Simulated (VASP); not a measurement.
## BN: relaxation of cell and atoms with PBE+D3(BJ)

Slab: BN, a slab with vacuum.

```
B N
1.0
     2.50879    0.00000    0.00000
    -1.25440    2.17268    0.00000
     0.00000    0.00000   18.00000
B N
1 1
Direct
  0.66667 0.33333 0.50000
  0.33333 0.66667 0.50000
```

| Property | Result |
| --- | --- |
| Program | VASP 6.6.1 |
| Task | relaxation of cell and atoms |
| Functional | PBE |
| Dispersion | D3(BJ) |
| Potentials or basis | VASP PAW PBE potentials, release 64 (B, N) |
| Cutoff | 600 eV |
| k mesh | 15 × 15 × 1 |
| Occupations | gaussian, width 0.03 eV |
| Spin | no spin polarisation |
| Further INCAR settings | ALGO = Normal; EDIFF = 1e-07; IBRION = 2; EDIFFG = -0.005; NSW = 90; ISIF = 3 |

The band gap on the k mesh is 4.67 eV, direct. The dispersion energy per atom is -0.077 eV.

Final structure:
```yaml
crystal:
  lattice:
    - [2.50879, 0.00000, 0.00000]
    - [-1.25440, 2.17268, 0.00000]
    - [0.00000, 0.00000, 18.00000]
  atoms:
    - { symbol: B, position: [0.66667, 0.33333, 0.50000] }
    - { symbol: N, position: [0.33333, 0.66667, 0.50000] }
```

Levels at points of the mesh, in eV from the valence-band top:
| k point | band 2 | band 3 | band 4 | band 5 | band 6 | band 7 |
| --- | --- | --- | --- | --- | --- | --- |
| (0.00, 0.00, 0.00) | -5.22 | -1.35 | -1.35 | 4.69 | 5.62 | 6.04 |

Wall time 26 s on 2 MPI ranks on Intel(R) Xeon(R) Platinum 8375C CPU @ 2.90GHz (Ice Lake), on a shared host, peak memory 0.23 GiB a rank.

Caveat: the relaxation stopped at its first step, so nothing moved. As with any semilocal functional, this PBE gap is likely too small.
